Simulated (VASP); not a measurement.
**Sb under changes of volume**

One of the cells (33.554 Å³/atom); the others are scaled copies at fixed shape and fractional positions:

```
CELL_PARAMETERS angstrom
-4.05670 4.05670 2.03890
4.05670 -4.05670 2.03890
4.05670 4.05670 -2.03890
ATOMIC_POSITIONS crystal
Sb 0.65126 0.15126 0.80253
Sb 0.15126 0.34874 0.50000
Sb 0.34874 0.84874 0.19747
Sb 0.84874 0.65126 0.50000
```

This isn't the form of Sb at room conditions, which is rhombohedral.

- Program: VASP 6.6.1
- Functional: PBEsol
- Potentials or basis: VASP PAW PBE potentials, release 64 (Sb)
- Cutoff: 520 eV
- k mesh: 7 × 7 × 7
- Occupations: fermi-dirac, width 0.05 eV
- Spin: no spin polarisation

```tsv
volume (Å³/atom)	energy over the lowest point (meV/atom)	pressure (GPa)	largest force (eV/Å)
30.922	12.98	2.9	0.052
31.580	?	?	?
32.238	0.00	0.4	0.021
33.554	5.63	-1.6	0.082
34.212	14.20	-2.5	0.109
34.870	26.04	-3.2	0.134
```

**Question.** What does the run at 31.580 Å³/atom give?

**Answer.** Energy over the lowest point 3.89 meV/atom; pressure 1.6 GPa; largest force 0.014 eV/Å.

Worked out: A Birch-Murnaghan fit of order 3 (a polynomial in V^(-2/3)) to the other rows has its minimum at 32.45 Å³/atom with B0 = V·E''(V) = 54 GPa and B' = 4.7 at fixed shape and positions, which overstates the stiffness. It gives 3.89 meV/atom at 31.580 Å³/atom, against the run's 3.89, and -dE/dV = 1.6 GPa, against 1.6.

Energies are extrapolated to zero smearing.

Caveats: the PAW data sets were made with another functional, which shifts forces and pressure a little.
